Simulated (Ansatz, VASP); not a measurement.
# Ga31P32 (V_Ga): VASP beside Ansatz, part 2 of 2

One calculation is typed for both programs; each brings its own data sets. How far apart do they land? The cell is taken from a series of runs on this material, whose earlier steps may have relaxed, scaled, displaced or heated it; both programs get it as it stands.

VASP 6.6.1 and Ansatz 0.2.0.

So far. Step 3 (VASP: single point, PBE, pair 1): The run ends at a pressure of -0.26 GPa, with forces up to 0.048 eV/Å.

### 5. Ansatz: single point, PBE, pair 2

Level of this step: Ansatz beside VASP: Kohn-Sham DFT, plane waves, PBE (Ansatz).

A single point gives forces, pressure and levels at one fixed geometry, so differences don't come from the geometry; what else differs is listed under the comparison.

The cell is taken from a series of runs on this material, whose earlier steps may have relaxed, scaled, displaced or heated it; both programs get it as it stands.

File input.yaml:

```yaml
crystal:
  lattice:
    - [11.01196805, 0.0, 0.0]
    - [0.0, 0.0, -11.01196805]
    - [0.0, 11.01196805, 0.0]
  atoms:
    - { symbol: Ga, position: [7.436117e-05, -0.0007893591, -0.0001646774] }
    - { symbol: Ga, position: [-8.621699e-05, 0.24964081269, 0.25021386741] }
    - { symbol: Ga, position: [0.25043049731, -0.00100633629, 0.2502183088] }
    - { symbol: Ga, position: [0.25043361214, 0.24965600646, -0.00034952661] }
    - { symbol: P, position: [0.12523687986, 0.12436589506, 0.37449775693] }
    - { symbol: P, position: [0.12540623795, 0.37392074477, 0.12517082121] }
    - { symbol: P, position: [0.37467632964, 0.12434669158, 0.12498661257] }
    - { symbol: P, position: [0.37693690185, 0.37544257367, 0.37653867233] }
    - { symbol: Ga, position: [3.484678e-05, -0.00090213932, 0.49989992021] }
    - { symbol: Ga, position: [0.00024518685, 0.24959710063, 0.74953488449] }
    - { symbol: Ga, position: [0.2502188266, -0.00078636073, 0.74966008592] }
    - { symbol: Ga, position: [0.25218567136, 0.2511927649, 0.4994649619] }
    - { symbol: P, position: [0.12501206898, 0.12421631257, 0.87492078709] }
    - { symbol: P, position: [0.12545586253, 0.37439057089, 0.62489990263] }
    - { symbol: P, position: [0.3750936002, 0.12427158471, 0.62493232998] }
    - { symbol: P, position: [0.37507167954, 0.37428653536, 0.87435689882] }
    - { symbol: Ga, position: [2.785644e-05, 0.49931328295, -0.00022814718] }
    - { symbol: Ga, position: [0.00022530789, 0.74886859544, 0.25014021299] }
    - { symbol: Ga, position: [0.25243007013, 0.498973454, 0.25216039331] }
    - { symbol: Ga, position: [0.25027286552, 0.74888315899, -4.562676e-05] }
    - { symbol: P, position: [0.1254609132, 0.62424661189, 0.37510401466] }
    - { symbol: P, position: [0.12503468923, 0.87419945624, 0.12483627131] }
    - { symbol: P, position: [0.37527844119, 0.6242482356, 0.1251417997] }
    - { symbol: P, position: [0.3751240907, 0.87369763655, 0.37489803379] }
    - { symbol: Ga, position: [1.639626e-05, 0.49909881518, 0.49980381468] }
    - { symbol: Ga, position: [-0.00017498481, 0.74882034946, 0.74949253702] }
    - { symbol: Ga, position: [0.25263792592, 0.50061772259, 0.74731227277] }
    - { symbol: Ga, position: [0.25264392256, 0.74677614763, 0.50124433836] }
    - { symbol: P, position: [0.12521819634, 0.62445469679, 0.87458126485] }
    - { symbol: P, position: [0.12519315542, 0.87389074279, 0.62521071512] }
    - { symbol: P, position: [0.37805215871, 0.62111556033, 0.62175592611] }
    - { symbol: P, position: [0.37463715423, 0.87385615638, 0.87461326777] }
    - { symbol: Ga, position: [0.50007013383, -0.00090880985, -0.00021304853] }
    - { symbol: Ga, position: [0.49967653166, 0.25109425134, 0.25184370769] }
    - { symbol: Ga, position: [0.74990803378, -0.0007967442, 0.24999287115] }
    - { symbol: Ga, position: [0.74980364109, 0.24952972212, -4.812067e-05] }
    - { symbol: P, position: [0.62517509814, 0.1242590558, 0.37484971005] }
    - { symbol: P, position: [0.62513924082, 0.3742989804, 0.12514435583] }
    - { symbol: P, position: [0.87516105581, 0.12420697737, 0.12479645445] }
    - { symbol: P, position: [0.87459795787, 0.37429569316, 0.37483776669] }
    - { symbol: Ga, position: [0.50003808848, -0.00098160182, 0.49979573109] }
    - { symbol: Ga, position: [0.50094882631, 0.25124764024, 0.74768502594] }
    - { symbol: Ga, position: [0.74973865902, -0.0010466013, 0.74949989818] }
    - { symbol: Ga, position: [0.74787570752, 0.25128383393, 0.50067320736] }
    - { symbol: P, position: [0.6254433112, 0.12427181082, 0.87468898836] }
    - { symbol: P, position: [0.62258596204, 0.37587668429, 0.62240534591] }
    - { symbol: P, position: [0.87491491962, 0.12433839801, 0.62523340344] }
    - { symbol: P, position: [0.87467389964, 0.37386964248, 0.87442549915] }
    - { symbol: Ga, position: [0.5000412743, 0.49907318068, -0.00023381264] }
    - { symbol: Ga, position: [0.50138686071, 0.74687077373, 0.2522468095] }
    - { symbol: Ga, position: [0.74757128595, 0.50049190122, 0.25228850979] }
    - { symbol: Ga, position: [0.74976325111, 0.74882637794, -0.00038527625] }
    - { symbol: P, position: [0.62204333414, 0.62124993937, 0.37751874152] }
    - { symbol: P, position: [0.6254469375, 0.87393507824, 0.1249116848] }
    - { symbol: P, position: [0.87486277861, 0.62447521471, 0.12501702597] }
    - { symbol: P, position: [0.87482240555, 0.87383643768, 0.37446008542] }
    - { symbol: Ga, position: [0.49872333796, 0.74669709875, 0.7472392882] }
    - { symbol: Ga, position: [0.74744656793, 0.49848650713, 0.74726010901] }
    - { symbol: Ga, position: [0.74740042425, 0.74668611244, 0.49855582431] }
    - { symbol: P, position: [0.62482632431, 0.62412136854, 0.87436467404] }
    - { symbol: P, position: [0.62494916843, 0.87369533551, 0.62474858971] }
    - { symbol: P, position: [0.87453351445, 0.62410076255, 0.62458129741] }
    - { symbol: P, position: [0.87507649662, 0.87414724413, 0.87483542984] }
  symmetry: { detect: false }
basis:
  xc_grid: 2
  ecutwfc: 820
hamiltonian:
  xc: pbe
  pseudopotentials: { kind: nc }
kpoints:
  mp_grid: { grid: [1, 1, 1] }
magnetization:
  spin_polarized: true
  initial_magnetization: 3
  spin_locking: { lock_magnetization: hard }
scf:
  occupations: { method: fermi_dirac, width: 0.01 }
  max_iter: 120
  lower_state_search: "off"
  n_extra_bands: 85
  convergence: { dr2_threshold: "1.0e-12 eV" }
output:
  orbitals: { bands: [v30, c30], seedname: "../cc0.nc4" }
checkpoint:
  read: "../cc0.nc0.run"
  write: "../cc0.nc4.run"
  compress: false
  write_wavefunctions: false
  write_every: 100000
```

Launch:

```sh
$ ansatz run input.yaml --threads 8 --pin off --max-ram 14131MiB --backend cpu --events-out ev --progress --plain --runs-dir out
```

Numbers of over 12 decimals in the logs are rounded to 6 here.

The program printed:

```text
[...]
Crystal: 63 atoms, lattice volume = 1335.349 Å³
Basis set: ecut = 820 eV, 71327 PW (Γ), exchange–correlation on 216×216×216 points (8 copies of the dense FFT grid, shifted against one another)
Bands: 368, of which v1, the nominal top of the filled ones, is band 282 counted from 1 (281 counted from 0)
Symmetry: 1 space group operations
k-points: 1
[...]
SCF iter   9: F=—  HF=-70540.566871 eV  |F-HF|=—  |Δ(HF+E_count)|=   1.18e-9  Δρ=5.86e-8 (↑5.37e-8 ↓5.86e-8)  dr2=2.90e-10  dr2_m=5.23e-12  M=3.000 μB ∫|m|=3.215 μB  β_m=0.93  ethr=1.00e-12  ⟨swp⟩=2.0  Hψ=945  notcnv=0
[...]
Free energy (F): -70540.566871 eV
[...]
Internal energy: -70540.566871 eV  (E = F + TS)
E sigma→0 (E₀):  -70540.566871 eV
Fermi energy:    7.270691 (↑ 7.852185, ↓ 7.110683) eV
[...]
--- Band table (eV) ---
  k-point 0 ↑: bands = [... 278 lower, 6.5150, 6.5196, 7.1063, 7.1087, 7.1143, 8.5861, 8.6059, 8.6070, ... 82 higher]
  k-point 0 ↓: bands = [... 278 lower, 6.7890, 6.7952, 7.4238, 7.4328, 7.4532, 8.6104, 8.6345, 8.6356, ... 82 higher]
```

### 6. VASP: single point, PBE, pair 2

The same cell, functional, mesh and smearing now go to VASP, with its own data sets.

File INCAR:

```
SYSTEM = Ga31P32
PREC = Accurate
ENCUT = 400
EDIFF = 1E-06
NELM = 200
ISMEAR = -1
SIGMA = 0.01
LREAL = Auto
ALGO = Normal
GGA = PE
NBANDS = 328
ISPIN = 2
MAGMOM = 0 0 0 0 0.01 0 0 0 0.01 0 0 0 -0 0 0 0 0.01 0 0 0 -0 0 0 0 -0 0 0 0 0 0 0 0.04 0.04 0.04 0.24 0.02 0.01 0.01 0.01 0.01 0.02 0.01 0.01 0.04 0.04 0.23 0.04 0.01 0.01 0.02 0.01 0.04 0.24 0.04 0.04 0.23 0.04 0.04 0.04 0.01 0.01 0.01 0.02
LORBIT = 11
LWAVE = .FALSE.
LCHARG = .FALSE.
ISIF = 2
NUPDOWN = 3
LASPH = .TRUE.
GGA_COMPAT = .FALSE.
NCORE = 2
```

File POSCAR:

```
Ga31P32
1.0
   11.0119680541      0.0000000000      0.0000000000
    0.0000000000      0.0000000000    -11.0119680541
    0.0000000000     11.0119680541      0.0000000000
Ga P
31 32
Direct
    0.0000743612      0.9992106409      0.9998353226
    0.9999137830      0.2496408127      0.2502138674
    0.2504304973      0.9989936637      0.2502183088
    0.2504336121      0.2496560065      0.9996504734
    0.0000348468      0.9990978607      0.4998999202
    0.0002451868      0.2495971006      0.7495348845
    0.2502188266      0.9992136393      0.7496600859
    0.2521856714      0.2511927649      0.4994649619
    0.0000278564      0.4993132830      0.9997718528
    0.0002253079      0.7488685954      0.2501402130
    0.2524300701      0.4989734540      0.2521603933
    0.2502728655      0.7488831590      0.9999543732
    0.0000163963      0.4990988152      0.4998038147
    0.9998250152      0.7488203495      0.7494925370
    0.2526379259      0.5006177226      0.7473122728
    0.2526439226      0.7467761476      0.5012443384
    0.5000701338      0.9990911902      0.9997869515
    0.4996765317      0.2510942513      0.2518437077
    0.7499080338      0.9992032558      0.2499928711
    0.7498036411      0.2495297221      0.9999518793
    0.5000380885      0.9990183982      0.4997957311
    0.5009488263      0.2512476402      0.7476850259
    0.7497386590      0.9989533987      0.7494998982
    0.7478757075      0.2512838339      0.5006732074
    0.5000412743      0.4990731807      0.9997661874
    0.5013868607      0.7468707737      0.2522468095
    0.7475712860      0.5004919012      0.2522885098
    0.7497632511      0.7488263779      0.9996147237
    0.4987233380      0.7466970988      0.7472392882
    0.7474465679      0.4984865071      0.7472601090
    0.7474004243      0.7466861124      0.4985558243
    0.1252368799      0.1243658951      0.3744977569
    0.1254062380      0.3739207448      0.1251708212
    0.3746763296      0.1243466916      0.1249866126
    0.3769369019      0.3754425737      0.3765386723
    0.1250120690      0.1242163126      0.8749207871
    0.1254558625      0.3743905709      0.6248999026
    0.3750936002      0.1242715847      0.6249323300
    0.3750716795      0.3742865354      0.8743568988
    0.1254609132      0.6242466119      0.3751040147
    0.1250346892      0.8741994562      0.1248362713
    0.3752784412      0.6242482356      0.1251417997
    0.3751240907      0.8736976366      0.3748980338
    0.1252181963      0.6244546968      0.8745812649
    0.1251931554      0.8738907428      0.6252107151
    0.3780521587      0.6211155603      0.6217559261
    0.3746371542      0.8738561564      0.8746132678
    0.6251750981      0.1242590558      0.3748497101
    0.6251392408      0.3742989804      0.1251443558
    0.8751610558      0.1242069774      0.1247964544
    0.8745979579      0.3742956932      0.3748377667
    0.6254433112      0.1242718108      0.8746889884
    0.6225859620      0.3758766843      0.6224053459
    0.8749149196      0.1243383980      0.6252334034
    0.8746738996      0.3738696425      0.8744254991
    0.6220433341      0.6212499394      0.3775187415
    0.6254469375      0.8739350782      0.1249116848
    0.8748627786      0.6244752147      0.1250170260
    0.8748224056      0.8738364377      0.3744600854
    0.6248263243      0.6241213685      0.8743646740
    0.6249491684      0.8736953355      0.6247485897
    0.8745335144      0.6241007626      0.6245812974
    0.8750764966      0.8741472441      0.8748354298
```

File KPOINTS:

```
Automatic mesh
0
Gamma
1 1 1
0 0 0
```

Potentials, in the order of the species: Ga_d and P (PBE family, release 64).

Launch:

```sh
$ mpirun -np 8 vasp_gam
```

The program printed:

```text
[... set-up lines as in an earlier step ...]
 entering main loop
       N       E                     dE             d eps       ncg     rms          rms(c)
DAV:   1     0.906716626068E+04    0.90672E+04   -0.19775E+05  1424   0.251E+03
DAV:   2     0.213530631663E+04   -0.69319E+04   -0.67086E+04  1312   0.705E+02
DAV:   3     0.460646651646E+01   -0.21307E+04   -0.20104E+04  1688   0.246E+02
DAV:   4    -0.271801227278E+03   -0.27641E+03   -0.26698E+03  1624   0.866E+01
[...]
DAV:  17    -0.280691521678E+03   -0.48696E-05   -0.59870E-05  1384   0.587E-02    0.415E-03
DAV:  18    -0.280691525176E+03   -0.34982E-05   -0.43437E-05  1848   0.181E-02    0.208E-03
DAV:  19    -0.280691525232E+03   -0.55094E-07   -0.12519E-06   792   0.692E-03
   1 F= -.28069153E+03 E0= -.28069153E+03  d E =-.102685E-11  mag=     3.0000
```

Parts of OUTCAR (step 6):

```text
  FREE ENERGIE OF THE ION-ELECTRON SYSTEM (eV)
  ---------------------------------------------------
  free  energy   TOTEN  =      -280.6915252316 eV

  energy  without entropy=     -280.6915252316  energy(sigma->0) =     -280.69152523

 magnetization (x)
# of ion       s       p       d       tot
------------------------------------------
    1       -0.001   0.000   0.002   0.002
    2       -0.001  -0.000   0.002   0.001
    3       -0.001  -0.000   0.002   0.001
    4       -0.001  -0.000   0.002   0.001
    5       -0.003   0.009   0.006   0.012
    6       -0.001  -0.000   0.002   0.001
    7       -0.001  -0.000   0.002   0.001
    8       -0.002   0.004   0.006   0.008
    9       -0.003   0.009   0.006   0.011
   10       -0.001  -0.000   0.002   0.001
   11       -0.002   0.004   0.006   0.007
   12       -0.001  -0.000   0.002   0.001
   13       -0.000  -0.001   0.001   0.000
[...]
--------------------------------------------------
tot          0.036   1.473   0.126   1.634

[... 1 part as in an earlier step ...]
```

The run ends at a pressure of -0.25 GPa, with forces up to 0.091 eV/Å.

### 7. Side by side

Compared:

```csv
quantity,Ansatz,VASP,difference
"total moment, fixed by the input (μB)",3.00,3.00,0.00
moment on P35 (μB),0.24,0.22,+0.02
moment on P53 (μB),0.23,0.21,+0.02
moment on P56 (μB),0.23,0.21,+0.02
moment on P46 (μB),0.23,0.20,+0.02
```

### 8. Outcome

* difference in moment on P53 (single point, PBE, pair 1): 0.024 μB
* difference in moment on P35 (single point, PBE, pair 2): 0.025 μB

What this shows: The difference in moment on P53 is 0.024 μB (single point, PBE, pair 1). Such differences can come from data sets, numerical settings and the points named under the comparisons, not from the functional's error against experiment.

[Lines on the potential files, build, host, timing and source positions are cut from VASP's logs without a mark.]

[Logs are printed without paths, hosts, clocks, repeated set-up lines and the standing remarks that a program may print on its own settings, such as how far it seeks lower states.]

[Hosts, paths, dates, database ids (printed as entryN), source tags and the programs' standing remarks are cut or masked in the printed files.]
